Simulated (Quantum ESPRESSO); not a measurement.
**Co under changes of volume**

One of the cells (10.640 Å³/atom); the others are scaled copies at fixed shape and fractional positions:

```
Co
1.0
     2.47200    0.00000    0.00000
    -1.23600    2.14081    0.00000
     0.00000    0.00000    4.02114
Co
2
Direct
  0.66667 0.33333 0.75000
  0.33333 0.66667 0.25000
```

| Quantity | Value |
| --- | --- |
| Program | Quantum ESPRESSO 7.5 |
| Functional | PBEsol |
| Potentials or basis | PseudoDojo 0.4.1 SR PBEsol standard |
| Cutoff | 1306 eV |
| Density cutoff | 5225 eV |
| k mesh | 10 × 10 × 6 |
| Occupations | fermi-dirac, width 0.05 eV |
| Spin | collinear spin, ferromagnetic start |
| Starting moments | [2.0, 2.0] μB |

```tsv
volume (Å³/atom)	energy over the lowest point (meV/atom)	pressure (GPa)	moment (μB per cell)
10.002	13.66	10.4	3.16
10.215	3.32	4.9	3.23
10.427	0.00	-0.3	3.27
10.640	3.31	-4.9	3.29
10.853	12.58	-9.1	3.31
11.066	?	?	?
11.279	46.43	-16.2	3.34
```

**Question.** What does the run at 11.066 Å³/atom give?

**Answer.** Energy over the lowest point 27.15 meV/atom; pressure -12.9 GPa; moment 3.33 μB per cell.

Worked out: A Birch-Murnaghan fit of order 3 (a polynomial in V^(-2/3)) to the other rows has its minimum at 10.42 Å³/atom with B0 = V·E''(V) = 241 GPa and B' = 3.9 at fixed shape and positions, which overstates the stiffness. It gives 27.07 meV/atom at 11.066 Å³/atom, against the run's 27.15, and -dE/dV = -12.8 GPa, against -12.9. A parabola through the other rows of the moment, of slope 0.042 μB per Å³/atom there, gives 3.33 μB, against the run's 3.33.

Energies are extrapolated to zero smearing.
